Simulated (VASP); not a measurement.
# CoO: single point with PBEsol

The system is CoO.

```
Co O
1.0
     0.00000    2.13150    2.13150
     2.13150    0.00000    2.13150
     2.13150    2.13150    0.00000
Co O
1 1
Direct
  0.00000 0.00000 0.00000
  0.50000 0.50000 0.50000
```

```json
{"Program": "VASP 6.6.1", "Task": "single point", "Functional": "PBEsol", "Potentials or basis": "VASP PAW PBE potentials, release 64 (Co, O)", "Cutoff": "520 eV", "k mesh": "8 × 8 × 8", "Occupations": "gaussian, width 0.05 eV", "Spin": "collinear spin, ferromagnetic start", "Starting moments": "[2.0, 0.0] μB", "Fixed moment": "1 μB"}
```

```json
{"Pressure": "-25.7 GPa", "Net moment": "1.00 μB per cell", "Site moments": "Co +0.99; O -0.01 μB", "Valence electrons inside the program's atomic spheres": "Co 7.90; O 4.89"}
```

It took 7.1 s on 1 thread of Intel(R) Xeon(R) 6975P-C (Granite Rapids) (shared host), peak memory 0.15 GiB.

Caveat: the PAW data sets were made with another functional, which shifts forces and pressure a little; the total moment is fixed, so each spin has its own Fermi level; a cell with one magnetic atom can't hold antiferromagnetic order, which such compounds often take.
